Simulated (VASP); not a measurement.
# CsBr (Pm-3m) in VASP: single point with HSE06

Aim: the single point of CsBr with HSE06.

Everything below comes from runs of VASP 6.6.1. Logs are shortened: lines on timing, memory, paths and dates and some standing lists are left out, and cuts for length are marked.

### 1 The structure

Symmetry: Pm-3m, No. 221, cubic system. Conventional cell: a = 4.319 Å, b = 4.319 Å, c = 4.319 Å, α = 90.00°, β = 90.00°, γ = 90.00°. Cs (site symmetry m-3m) has 8 Br at 3.74 Å as nearest neighbours. Br (site symmetry m-3m) has 8 Cs at 3.74 Å as nearest neighbours.

The cell was built by a generator and needn't be a form met in nature.

### 2 Single point, HSE06

POSCAR reads:

```
CsBr
1.0
    4.3193779122      0.0000000000      0.0000000000
    0.0000000000      4.3193779122      0.0000000000
    0.0000000000      0.0000000000      4.3193779122
Cs Br
1 1
Direct
    0.0000000000      0.0000000000      0.0000000000
    0.5000000000      0.5000000000      0.5000000000
```

INCAR.step1 reads:

```
  PREC = Accurate
  ENCUT = 520
  EDIFF = 1E-5
  ISMEAR = 0
  SIGMA = 0.01
  LREAL = F
  LASPH = T
  NELM = 100
  ALGO = Normal
  ISIF = 2
  LWAVE = T
  LCHARG = F
  GGA = PE
  NBANDS = 15
```

INCAR.step2 reads:

```
  PREC = Accurate
  ENCUT = 520
  EDIFF = 1E-6
  ISMEAR = 0
  SIGMA = 0.01
  LREAL = F
  LASPH = T
  NELM = 100
  ALGO = Normal
  ISIF = 2
  LWAVE = F
  LCHARG = F
  GGA = PE
  LHFCALC = T
  HFSCREEN = 0.2079
  PRECFOCK = Normal
  ISTART = 1
  NBANDS = 15
```

KPOINTS reads:

```
Automatic mesh
0
Gamma
  4 4 4
```

Potentials or basis: VASP PAW PBE potentials, release 64 (Cs_sv, Br).

Started as:

```sh
cat potpaw_PBE.64/Cs_sv/POTCAR potpaw_PBE.64/Br/POTCAR > POTCAR
cp INCAR.step1 INCAR
mpirun -np 1 vasp_std > vasp.out
cp INCAR.step2 INCAR
mpirun -np 1 vasp_std > vasp.out
```

OUTCAR:

```text
PREC = Accurate
   ENCUT = 520
   EDIFF = 1E-6
   ISMEAR = 0
   LREAL = F
   LASPH = T
   NELM = 100
   ISIF = 2
   GGA = PE
   LHFCALC = T
   HFSCREEN = 0.2079
   PRECFOCK = Normal
   ISTART = 1

 ion  position               nearest neighbor table
   1  0.000  0.000  0.000-
   2  0.500  0.500  0.500-

  LATTYP: Found a simple cubic cell.
 ALAT       =     4.3193779122

  Lattice vectors:

 A1 = (   4.3193779122,   0.0000000000,   0.0000000000)
 A2 = (   0.0000000000,   4.3193779122,   0.0000000000)
 A3 = (   0.0000000000,   0.0000000000,   4.3193779122)

Analysis of symmetry for initial positions (statically):
=====================================================================
 Subroutine PRICEL returns:
 Original cell was already a primitive cell.

 Routine SETGRP: Setting up the symmetry group for a
 simple cubic supercell.

 Subroutine GETGRP returns: Found 48 space group operations
 (whereof 48 operations were pure point group operations)
 out of a pool of 48 trial point group operations.

The static configuration has the point symmetry O_h .

Analysis of symmetry for dynamics (positions and initial velocities):
=====================================================================
 Subroutine PRICEL returns:
 Original cell was already a primitive cell.

 Routine SETGRP: Setting up the symmetry group for a
 simple cubic supercell.

 Subroutine GETGRP returns: Found 48 space group operations
 (whereof 48 operations were pure point group operations)
 out of a pool of 48 trial point group operations.

The dynamic configuration has the point symmetry O_h .

 Subroutine INISYM returns: Found 48 space group operations
 (whereof 48 operations are pure point group operations),
 and found     1 'primitive' translations

----------------------------------------------------------------------------------------

                                     Primitive cell

  volume of cell :      80.5867

  direct lattice vectors                    reciprocal lattice vectors
     4.319377912  0.000000000  0.000000000     0.231514820  0.000000000  0.000000000
     0.000000000  4.319377912  0.000000000     0.000000000  0.231514820  0.000000000
     0.000000000  0.000000000  4.319377912     0.000000000  0.000000000  0.231514820

  length of vectors
     4.319377912  4.319377912  4.319377912     0.231514820  0.231514820  0.231514820

  position of ions in fractional coordinates (direct lattice)
     0.000000000  0.000000000  0.000000000
     0.500000000  0.500000000  0.500000000

  ion indices of the primitive-cell ions
   primitive index   ion index
                 1           1
                 2           2

----------------------------------------------------------------------------------------

 KPOINTS: Automatic mesh

Automatic generation of k-mesh.
 Grid dimensions read from file:
 generate k-points for:    4    4    4

 Generating k-lattice:

  Cartesian coordinates                     Fractional coordinates (reciprocal lattice)
     0.057878705  0.000000000  0.000000000     0.250000000  0.000000000  0.000000000
     0.000000000  0.057878705  0.000000000     0.000000000  0.250000000  0.000000000
     0.000000000  0.000000000  0.057878705     0.000000000  0.000000000  0.250000000

  Length of vectors
     0.057878705  0.057878705  0.057878705

  Shift w.r.t. Gamma in fractional coordinates (k-lattice)
     0.000000000  0.000000000  0.000000000

 Subroutine IBZKPT returns following result:
 ===========================================

 Found     10 irreducible k-points:

 Following reciprocal coordinates:
            Coordinates               Weight
  0.000000  0.000000  0.000000      1.000000
  0.250000  0.000000  0.000000      6.000000
  0.500000  0.000000  0.000000      3.000000
  0.250000  0.250000  0.000000     12.000000
  0.500000  0.250000  0.000000     12.000000
  0.500000  0.500000  0.000000      3.000000
  0.250000  0.250000  0.250000      8.000000
  0.500000  0.250000  0.250000     12.000000
  0.500000  0.500000  0.250000      6.000000
  0.500000  0.500000  0.500000      1.000000
   k-points           NKPTS =     10   k-points in BZ     NKDIM =     64   number of bands    NBANDS=     15
   number of dos      NEDOS =    301   number of ions     NIONS =      2
   total plane-waves  NPLWV =  32768
   dimension x,y,z NGX =    32 NGY =   32 NGZ =   32
   dimension x,y,z NGXF=    64 NGYF=   64 NGZF=   64
   ions per type =               1   1
   NGX,Y,Z   is equivalent  to a cutoff of  12.32, 12.32, 12.32 a.u.
   NGXF,Y,Z  is equivalent  to a cutoff of  24.63, 24.63, 24.63 a.u.
 SYSTEM =  unknown system
   PREC   = accura    normal or accurate (medium, high low for compatibility)
   ISTART =      1    job   : 0-new  1-cont  2-samecut
   ICHARG =      0    charge: 1-file 2-atom 10-const
   ISPIN  =      1    spin polarized calculation?
   LNONCOLLINEAR =      F non collinear calculations
   LSORBIT =      F    spin-orbit coupling
   LASPH  =      T    aspherical Exc in radial PAW
   ENCUT  =  520.0 eV  38.22 Ry    6.18 a.u.   8.03  8.03  8.03*2*pi/ulx,y,z
   NELM   =    100;   NELMIN=  2; NELMDL=  0     # of ELM steps
   EDIFF  = 0.1E-05   stopping-criterion for ELM
   LREAL  =      F    real-space projection
   EDIFFG = 0.1E-04   stopping-criterion for IOM
   NSW    =      0    number of steps for IOM
   IBRION =     -1    ionic relax: 0-MD 1-quasi-New 2-CG
   NFREE  =      0    steps in history (QN), initial steepest desc. (CG)
   ISIF   =      2    stress and relaxation
   ISYM   =      3    0-nonsym 1-usesym 2-fastsym
   POTIM  = 0.5000    time-step for ionic-motion
   TEBEG  =    0.0;   TEEND  =   0.0 temperature during run
   PSTRESS=    0.0 pullay stress
   NELECT =      16.0000    total number of electrons
   NUPDOWN=      -1.0000    fix difference up-down
   EMIN   =  10.00;   EMAX   =-10.00  energy-range for DOS
   EFERMI =   0.00;   METHOD = LEGACY
   ISMEAR =     0;   SIGMA  =   0.01  broadening in eV -4-tet -1-fermi 0-gaus
   EFERMI_NEDOS =   21; number of points for ismear=-14 and -15
   IALGO  =     38    algorithm
   IMIX   =      1    mixing-type and parameters
     AMIX     =   0.40;   BMIX     =  1.00
     AMIX_MAG =   1.60;   BMIX_MAG =  1.00
  volume/ion in A,a.u.               =      40.29       271.91
  Fermi-wavevector in a.u.,A,eV,Ry     =   0.955052  1.804786 12.410201  0.912124
  Thomas-Fermi vector in A             =   2.083854
   LORBIT       =      0    0 simple, 1 ext, 2 COOP (PROOUT), +10 PAW based schemes
   GGA     = PE    functional components
   LHFCALC =     T    Hartree Fock is set to
   PRECFOCK=normal    Normal, Fast or Accurate (Low or Medium for compatibility)
   ENCUT4O =  -1.0   cutoff for four orbital integrals eV
   NKREDX  =     1    reduce k-point grid by
   NKREDY  =     1    reduce k-point grid by
   NKREDZ  =     1    reduce k-point grid by
   AEXX    =    0.2500 exact exchange contribution
   HFSCREEN=    0.2079 screening length (either q_TF or 0.3 A-1)
   HFSCREENC=   0.2079 screening length for correlation (either q_TF or 0.3 A-1)
   ENCUTFOCK=  -1.0 apply spherical cutoff to Coloumb kernel
   IVDW    =     0    specifies the selected vdW correction
   LEPSILON=     F    determine dielectric tensor
   LRPA    =     F    only Hartree local field effects (RPA)
 non-spin polarized calculation
 Gauss-broadening in eV      SIGMA  =   0.01
  energy-cutoff  :      520.00
  volume of cell :       80.59
 maximum number of plane-waves:      2178
  NGX = 28; NGY = 28; NGZ = 28

 number of electron      16.0000001 magnetization

 Free energy of the ion-electron system (eV)
  ---------------------------------------------------
  ext. energy  EPLUGINS =         0.00000000
  ---------------------------------------------------
  free energy    TOTEN  =        -6.99807925 eV

  energy without entropy =       -6.99807925  energy(sigma->0) =       -6.99807925

 E-fermi :  -1.1729     XC(G=0):  -6.6696

 val. band max:       -1.2546980068   @ k =   0.5000   0.5000   0.0000
 cond. band min:       4.3427005208   @ k =   0.0000   0.0000   0.0000
 fundamental gap:      5.5973985276
 Fermi energy:        -1.1729350961

 k-point     1 :       0.0000    0.0000    0.0000
  band No.  band energies     occupation
      1     -22.3895      2.00000
      2     -14.6329      2.00000
      3      -7.9757      2.00000
      4      -7.9757      2.00000
      5      -7.9757      2.00000
      6      -1.2606      2.00000
      7      -1.2606      2.00000
      8      -1.2606      2.00000
      9       4.3427      0.00000
     10       4.8257      0.00000
     11       4.8257      0.00000
     12       9.2041      0.00000
     13       9.2041      0.00000
     14       9.2041      0.00000
     15      12.1513      0.00000

 k-point     2 :       0.2500    0.0000    0.0000
  band No.  band energies     occupation
      1     -22.3624      2.00000
      2     -14.6380      2.00000
      3      -8.1710      2.00000
      4      -7.9222      2.00000
      5      -7.9222      2.00000
      6      -2.0050      2.00000
      7      -1.3576      2.00000
      8      -1.3576      2.00000
      9       5.2298      0.00000
     10       5.6426      0.00000
     11       6.0935      0.00000
     12       8.9470      0.00000
     13       8.9470      0.00000
     14       9.5232      0.00000
     15       9.8352      0.00000
[... 113 lines left out ...]
      3      -8.4684      2.00000
      4      -8.4684      2.00000
      5      -8.0973      2.00000
      6      -2.1567      2.00000
      7      -2.1567      2.00000
      8      -1.9132      2.00000
      9       6.6139      0.00000
     10       6.8102      0.00000
     11       7.5484      0.00000
     12       7.5484      0.00000
     13      10.2553      0.00000
     14      10.2553      0.00000
     15      11.4183      0.00000

 k-point    10 :       0.5000    0.5000    0.5000
  band No.  band energies     occupation
      1     -22.2448      2.00000
      2     -14.4407      2.00000
      3      -8.3681      2.00000
      4      -8.3681      2.00000
      5      -8.3681      2.00000
      6      -2.4437      2.00000
      7      -2.4437      2.00000
      8      -2.4437      2.00000
      9       8.3176      0.00000
     10       8.3176      0.00000
     11       8.3176      0.00000
     12       9.0517      0.00000
     13       9.0517      0.00000
     14       9.0517      0.00000
     15      11.5280      0.00000

------------------------ aborting loop because EDIFF is reached ----------------------------------------

  FORCE on cell =-STRESS in cart. coord.  units (eV):
  Direction    XX          YY          ZZ          XY          YZ          ZX
  --------------------------------------------------------------------------------------
  -------------------------------------------------------------------------------------
  Total        0.1909908      0.1909908      0.1909908     -0.0000000      0.0000000      0.0000000
  in kB        3.7971653      3.7971653      3.7971653     -0.0000000      0.0000000      0.0000000
  external PRESSURE =       3.7971653 kB  Pullay stress =       0.0000000 kB

 VOLUME and BASIS-vectors are now :
 -----------------------------------------------------------------------------
  energy-cutoff  :      520.00
  volume of cell :       80.59
      direct lattice vectors                 reciprocal lattice vectors
     4.319377912  0.000000000  0.000000000     0.231514820  0.000000000  0.000000000
     0.000000000  4.319377912  0.000000000     0.000000000  0.231514820  0.000000000
     0.000000000  0.000000000  4.319377912     0.000000000  0.000000000  0.231514820

 POSITION                                       TOTAL-FORCE (eV/Angst)
 -----------------------------------------------------------------------------------
      0.00000      0.00000      0.00000         0.000000      0.000000      0.000000
      2.15969      2.15969      2.15969         0.000000      0.000000      0.000000
 -----------------------------------------------------------------------------------
    total drift:                               -0.000000     -0.000000     -0.000000

  FREE ENERGIE OF THE ION-ELECTRON SYSTEM (eV)
  ---------------------------------------------------
  free  energy   TOTEN  =        -6.9980792475 eV

  energy  without entropy=       -6.9980792475  energy(sigma->0) =       -6.99807925
```

Run time: 5.7 min. Hardware: 1 thread of Intel Xeon Platinum 8559C (Emerald Rapids), shared host; peak memory 0.29 GiB.

What came out:

```
Free energy            : -6.9981 eV
Pressure               : 0.4 GPa
Band gap on the k mesh : 5.60 eV, indirect (least direct gap 5.60 eV)
```

Caveat: the PAW data sets were made with another functional, which shifts forces and pressure a little; spin-orbit coupling is left out, which moves the levels of the heavy elements.
